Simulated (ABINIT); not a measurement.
# BaTiO3 (Pm-3m) in ABINIT: notebook

The runs below take BaTiO3 through single point, relaxation of cell and atoms, with PBE, LDA.

Program: ABINIT 10.8.3 (patched build). These are calculated values, not measurements. Logs are shortened: lines on timing, memory, paths and dates and some standing lists are left out, and cuts for length are marked. The log counts tension as positive stress, the text compression.

## 1. The structure

Symmetry: Pm-3m, No. 221, cubic system. Conventional cell: a = 4.006 Å, b = 4.006 Å, c = 4.006 Å, α = 90.00°, β = 90.00°, γ = 90.00°. Ba (site symmetry m-3m) has 12 O at 2.83 Å as nearest neighbours. Ti (site symmetry m-3m) has 6 O at 2.00 Å as nearest neighbours. Around O (site symmetry 4/mmm) lie 2 Ti at 2.00 Å.

## 2. Single point, PBE (cell relaxed)

Contents of run.abi:

```
# Pseudopotentials
pp_dirpath "./"
pseudos "Ba.upf, Ti.upf, O.upf"

# Structure
acell 3*1.0
rprim
     7.5996733176     0.0000000000     0.0000000000
     0.0000000000     7.5996733176     0.0000000000
     0.0000000000     0.0000000000     7.5996733176
ntypat 3
znucl 56 22 8
natom 5
typat 1 2 3 3 3
xcart
     3.7998366588     3.7998366588     3.7998366588
     0.0000000000     0.0000000000     0.0000000000
     0.0000000000     0.0000000000     3.7998366588
     0.0000000000     3.7998366588     0.0000000000
     3.7998366588     0.0000000000     0.0000000000
chkprim 0
chksymtnons 0
tolsym 1.0e-6

# Plane-wave basis
ecut 42.0

# k points
kptopt 1
ngkpt 5 5 5
nshiftk 1
shiftk 0.0 0.0 0.0

# Exchange and correlation
ixc 11

# Bands and occupations
nband 24
occopt 3
tsmear 0.05 eV

# SCF cycle
nstep 100
tolvrs 1.0e-10

# Output
iomode 3
prtwf 0
prtden 0
prteig 0
prtebands 0
enunit 2
```

Potentials or basis: PseudoDojo NC SR PBE v0.4.1 standard.

Started as:

```bash
mpirun --bind-to none -np 4 abinit run.abi > log 2>&1
```

run.abo:

```text
.Version 10.8.3 of ABINIT
 Symmetries : space group Pm -3 m (#221); Bravais cP (primitive cubic)
================================================================================
 Values of the parameters that define the memory need of the present run
     intxc =       0    ionmov =       0      iscf =       7    lmnmax =       6
     lnmax =       6     mgfft =      48  mpssoang =       3    mqgrid =    3001
     natom =       5  nloc_mem =       1    nspden =       1   nspinor =       1
    nsppol =       1      nsym =      48    n1xccc =    2501    ntypat =       3
    occopt =       3   xclevel =       2
       mpw =        5728          nfft =      110592          nkpt =          10
================================================================================
================================================================================

--------------------------------------------------------------------------------
------------- Echo of variables that govern the present computation ------------
--------------------------------------------------------------------------------
 -outvars: echo values of preprocessed input variables --------
            acell      1.0000000000E+00  1.0000000000E+00  1.0000000000E+00 Bohr
              amu      1.37327000E+02  4.78800000E+01  1.59994000E+01
          chkprim           0
      chksymtnons           0
             ecut      4.20000000E+01 Hartree
           enunit           2
              ixc          11
         kptrlatt        5    0    0      0    5    0      0    0    5
          kptrlen      3.79983666E+01
            natom           5
            nband          24
            ngfft          48      48      48
             nkpt          10
            nstep         100
             nsym          48
           ntypat           3
           occopt           3
           prtden           0
        prtebands           0
           prteig           0
            prtwf           0
            rprim      7.5996733176E+00  0.0000000000E+00  0.0000000000E+00
                       0.0000000000E+00  7.5996733176E+00  0.0000000000E+00
                       0.0000000000E+00  0.0000000000E+00  7.5996733176E+00
          spgroup         221
           tolsym      1.00000000E-06
           tolvrs      1.00000000E-10
           tsmear      1.83746611E-03 Hartree
            typat      1  2  3  3  3
           xangst      2.0107869636E+00  2.0107869636E+00  2.0107869636E+00
                       0.0000000000E+00  0.0000000000E+00  0.0000000000E+00
                       0.0000000000E+00  0.0000000000E+00  2.0107869636E+00
                       0.0000000000E+00  2.0107869636E+00  0.0000000000E+00
                       2.0107869636E+00  0.0000000000E+00  0.0000000000E+00
            xcart      3.7998366588E+00  3.7998366588E+00  3.7998366588E+00
                       0.0000000000E+00  0.0000000000E+00  0.0000000000E+00
                       0.0000000000E+00  0.0000000000E+00  3.7998366588E+00
                       0.0000000000E+00  3.7998366588E+00  0.0000000000E+00
                       3.7998366588E+00  0.0000000000E+00  0.0000000000E+00
             xred      5.0000000000E-01  5.0000000000E-01  5.0000000000E-01
                       0.0000000000E+00  0.0000000000E+00  0.0000000000E+00
                       0.0000000000E+00  0.0000000000E+00  5.0000000000E-01
                       0.0000000000E+00  5.0000000000E-01  0.0000000000E+00
                       5.0000000000E-01  0.0000000000E+00  0.0000000000E+00
            znucl       56.00000   22.00000    8.00000

================================================================================

 chkinp: Checking input parameters for consistency.

================================================================================
== DATASET  1 ==================================================================

--- !DatasetInfo
iteration_state: {dtset: 1, }
dimensions: {natom: 5, nkpt: 10, mband: 24, nsppol: 1, nspinor: 1, nspden: 1, mpw: 5728, }
cutoff_energies: {ecut:  42.0, pawecutdg:  -1.0, }
electrons: {nelect:   4.00000000E+01, charge:   0.00000000E+00, occopt:   3.00000000E+00, tsmear:   1.83746611E-03, }
meta: {optdriver: 0, ionmov: 0, optcell: 0, iscf: 7, paral_kgb: 0, }
...

 Exchange-correlation functional for the present dataset will be:
  GGA: Perdew-Burke-Ernzerhof functional - ixc=11
  J.P.Perdew, K.Burke, M.Ernzerhof, PRL 77, 3865 (1996)

 Real(R)+Recip(G) space primitive vectors, cartesian coordinates (Bohr,Bohr^-1):
 R(1)=  7.5996733  0.0000000  0.0000000  G(1)=  0.1315846  0.0000000  0.0000000
 R(2)=  0.0000000  7.5996733  0.0000000  G(2)=  0.0000000  0.1315846  0.0000000
 R(3)=  0.0000000  0.0000000  7.5996733  G(3)=  0.0000000  0.0000000  0.1315846
 Unit cell volume ucvol=  4.3891939E+02 bohr^3
 Angles (23,13,12)=  9.00000000E+01  9.00000000E+01  9.00000000E+01 degrees

 getcut: wavevector=  0.0000  0.0000  0.0000  ngfft=  48  48  48
         ecut(hartree)=     42.000   => boxcut(ratio)=   2.16499

--- Pseudopotential description ------------------------------------------------
- pspini: atom type   1  psp file is ./Ba.upf
12 -101130 2 -1 1958                          pspcod,pspxc,lmax,lloc,mmax
     nproj     2     2     2

- pspini: atom type   2  psp file is ./Ti.upf
12 -101130 2 -1 1586                          pspcod,pspxc,lmax,lloc,mmax
[... 45 lines left out ...]
iteration_state: {dtset: 1, }
comment   : Summary of ground state results
lattice_vectors:
- [  7.5996733,   0.0000000,   0.0000000, ]
- [  0.0000000,   7.5996733,   0.0000000, ]
- [  0.0000000,   0.0000000,   7.5996733, ]
lattice_lengths: [   7.59967,    7.59967,    7.59967, ]
lattice_angles: [ 90.000,  90.000,  90.000, ] # degrees, (23, 13, 12)
lattice_volume:   4.3891939E+02
convergence: {deltae: -6.224E-12, res2:  6.517E-12, residm:  1.248E-04, diffor: null, }
etotal    :  -1.37385723E+02
entropy   :   0.00000000E+00
fermie    :   2.69613758E-01
cartesian_stress_tensor: # hartree/bohr^3
- [  1.17478594E-06,   0.00000000E+00,   0.00000000E+00, ]
- [  0.00000000E+00,   1.17478594E-06,   0.00000000E+00, ]
- [  0.00000000E+00,   0.00000000E+00,   1.17478594E-06, ]
pressure_GPa:  -3.4563E-02
xred      :
- [  5.0000E-01,   5.0000E-01,   5.0000E-01, Ba]
- [  0.0000E+00,   0.0000E+00,   0.0000E+00, Ti]
- [  0.0000E+00,   0.0000E+00,   5.0000E-01,  O]
- [  0.0000E+00,   5.0000E-01,   0.0000E+00,  O]
- [  5.0000E-01,   0.0000E+00,   0.0000E+00,  O]
cartesian_forces: # hartree/bohr
- [ -0.00000000E+00,  -0.00000000E+00,  -0.00000000E+00, ]
- [ -0.00000000E+00,  -0.00000000E+00,  -0.00000000E+00, ]
- [ -0.00000000E+00,  -0.00000000E+00,  -0.00000000E+00, ]
- [ -0.00000000E+00,  -0.00000000E+00,  -0.00000000E+00, ]
- [ -0.00000000E+00,  -0.00000000E+00,  -0.00000000E+00, ]
force_length_stats: {min:   0.00000000E+00, max:   0.00000000E+00, mean:   0.00000000E+00, }
...

 Integrated electronic density in atomic spheres:
 ------------------------------------------------
 Atom  Sphere_radius  Integrated_density
    1        2.00000          5.25495017
    2        2.00000          9.35175575
    3        2.00000          6.19032591
    4        2.00000          6.19032591
    5        2.00000          6.19032591
================================================================================

 ----iterations are completed or convergence reached----

 Mean square residual over all n,k,spin=   60.732E-08; max=  12.478E-05
 reduced coordinates (array xred) for    5 atoms
       0.500000000000      0.500000000000      0.500000000000
       0.000000000000      0.000000000000      0.000000000000
       0.000000000000      0.000000000000      0.500000000000
       0.000000000000      0.500000000000      0.000000000000
       0.500000000000      0.000000000000      0.000000000000
 rms dE/dt=  0.0000E+00; max dE/dt=  0.0000E+00; dE/dt below (all hartree)
    1       0.000000000000      0.000000000000      0.000000000000
    2       0.000000000000      0.000000000000      0.000000000000
    3       0.000000000000      0.000000000000      0.000000000000
    4       0.000000000000      0.000000000000      0.000000000000
    5       0.000000000000      0.000000000000      0.000000000000

 cartesian coordinates (angstrom) at end:
    1      2.01078696362662     2.01078696362662     2.01078696362662
    2      0.00000000000000     0.00000000000000     0.00000000000000
    3      0.00000000000000     0.00000000000000     2.01078696362662
    4      0.00000000000000     2.01078696362662     0.00000000000000
    5      2.01078696362662     0.00000000000000     0.00000000000000

 cartesian forces (hartree/bohr) at end:
    1     -0.00000000000000    -0.00000000000000    -0.00000000000000
    2     -0.00000000000000    -0.00000000000000    -0.00000000000000
    3     -0.00000000000000    -0.00000000000000    -0.00000000000000
    4     -0.00000000000000    -0.00000000000000    -0.00000000000000
    5     -0.00000000000000    -0.00000000000000    -0.00000000000000
 frms,max,avg= 0.0000000E+00 0.0000000E+00   0.000E+00  0.000E+00  0.000E+00 h/b

 cartesian forces (eV/Angstrom) at end:
    1     -0.00000000000000    -0.00000000000000    -0.00000000000000
    2     -0.00000000000000    -0.00000000000000    -0.00000000000000
    3     -0.00000000000000    -0.00000000000000    -0.00000000000000
    4     -0.00000000000000    -0.00000000000000    -0.00000000000000
    5     -0.00000000000000    -0.00000000000000    -0.00000000000000
 frms,max,avg= 0.0000000E+00 0.0000000E+00   0.000E+00  0.000E+00  0.000E+00 e/A
 length scales=  1.000000000000  1.000000000000  1.000000000000 bohr
              =  0.529177210544  0.529177210544  0.529177210544 angstroms
 Fermi (or HOMO) energy (hartree) =   0.26961   Average Vxc (hartree)=  -0.41800
 Eigenvalues (hartree) for nkpt=  10  k points:
 kpt#   1, nband= 24, wtk=  0.00800, kpt=  0.0000  0.0000  0.0000 (reduced coord)
  -1.84373   -0.96993   -0.96993   -0.96993   -0.67324   -0.37890   -0.35396   -0.35396
  -0.12796   -0.12796   -0.12796    0.15366    0.15366    0.15366    0.19864    0.19864
   0.19864    0.23255    0.23255    0.23255    0.30300    0.30300    0.30300    0.38071
      occupation numbers for kpt#   1
   2.00000    2.00000    2.00000    2.00000    2.00000    2.00000    2.00000    2.00000
   2.00000    2.00000    2.00000    2.00000    2.00000    2.00000    2.00000    2.00000
   2.00000    2.00000    2.00000    2.00000    0.00000    0.00000    0.00000    0.00000
 prteigrs : prtvol=0 or 1, do not print more k-points.

 Fermi (or HOMO) energy (eV) =   7.33656   Average Vxc (eV)= -11.37426
 Eigenvalues (   eV  ) for nkpt=  10  k points:
 kpt#   1, nband= 24, wtk=  0.00800, kpt=  0.0000  0.0000  0.0000 (reduced coord)
 -50.17034  -26.39323  -26.39323  -26.39323  -18.31985  -10.31039   -9.63186   -9.63186
  -3.48194   -3.48194   -3.48194    4.18121    4.18121    4.18121    5.40537    5.40537
   5.40537    6.32810    6.32810    6.32810    8.24502    8.24502    8.24502   10.35967
 prteigrs : prtvol=0 or 1, do not print more k-points.

--- !EnergyTerms
iteration_state     : {dtset: 1, }
comment             : Components of total free energy in Hartree
kinetic             :  6.26186962193317E+01
hartree             :  2.99085473266308E+01
xc                  : -2.80256813407799E+01
Ewald energy        : -1.03173415352983E+02
psp_core            :  5.46973442521197E+00
local_psp           : -1.00904138171727E+02
non_local_psp       : -3.27946598014075E+00
internal            : -1.37385722874457E+02
'-kT*entropy'       : -8.90041317344656E-11
total_energy        : -1.37385722874546E+02
total_energy_eV     : -3.73845596982257E+03
band_energy         : -1.08385962003053E+01
...

 Cartesian components of stress tensor (hartree/bohr^3)
  sigma(1 1)=  1.17478594E-06  sigma(3 2)=  0.00000000E+00
  sigma(2 2)=  1.17478594E-06  sigma(3 1)=  0.00000000E+00
  sigma(3 3)=  1.17478594E-06  sigma(2 1)=  0.00000000E+00

-Cartesian components of stress tensor (GPa)         [Pressure= -3.4563E-02 GPa]
- sigma(1 1)=  3.45633957E-02  sigma(3 2)=  0.00000000E+00
- sigma(2 2)=  3.45633957E-02  sigma(3 1)=  0.00000000E+00
- sigma(3 3)=  3.45633957E-02  sigma(2 1)=  0.00000000E+00

== END DATASET(S) ==============================================================
================================================================================

 -outvars: echo values of variables after computation  --------
            acell      1.0000000000E+00  1.0000000000E+00  1.0000000000E+00 Bohr
           etotal     -1.3738572287E+02
            fcart     -0.0000000000E+00 -0.0000000000E+00 -0.0000000000E+00
                      -0.0000000000E+00 -0.0000000000E+00 -0.0000000000E+00
                      -0.0000000000E+00 -0.0000000000E+00 -0.0000000000E+00
                      -0.0000000000E+00 -0.0000000000E+00 -0.0000000000E+00
                      -0.0000000000E+00 -0.0000000000E+00 -0.0000000000E+00
            rprim      7.5996733176E+00  0.0000000000E+00  0.0000000000E+00
                       0.0000000000E+00  7.5996733176E+00  0.0000000000E+00
                       0.0000000000E+00  0.0000000000E+00  7.5996733176E+00
           strten      1.1747859417E-06  1.1747859417E-06  1.1747859417E-06
                       0.0000000000E+00  0.0000000000E+00  0.0000000000E+00
           xangst      2.0107869636E+00  2.0107869636E+00  2.0107869636E+00
                       0.0000000000E+00  0.0000000000E+00  0.0000000000E+00
                       0.0000000000E+00  0.0000000000E+00  2.0107869636E+00
                       0.0000000000E+00  2.0107869636E+00  0.0000000000E+00
                       2.0107869636E+00  0.0000000000E+00  0.0000000000E+00
             xred      5.0000000000E-01  5.0000000000E-01  5.0000000000E-01
                       0.0000000000E+00  0.0000000000E+00  0.0000000000E+00
                       0.0000000000E+00  0.0000000000E+00  5.0000000000E-01
                       0.0000000000E+00  5.0000000000E-01  0.0000000000E+00
                       5.0000000000E-01  0.0000000000E+00  0.0000000000E+00
 Calculation completed.
```

Wall time 25 s (4 MPI ranks of Arm Neoverse V2, shared host); peak memory 0.36 GiB.

What came out:

| Quantity | Value |
| --- | --- |
| Free energy | -3738.4560 eV |
| Pressure | 0.0 GPa |
| Band gap on the k mesh | 1.88 eV, indirect (least direct gap 1.92 eV) |
| Valence electrons inside the program's atomic spheres | Ba 5.25; Ti 9.35; O 6.19 |

Caveat: this set's barium file shifts pressures by 1 GPa against other sets; this release of the barium file is off; spin-orbit coupling is left out, which moves the levels of the heavy elements; an odd mesh through Γ misses points on the zone boundary, where band edges often lie.

[end of part 1 of 2]
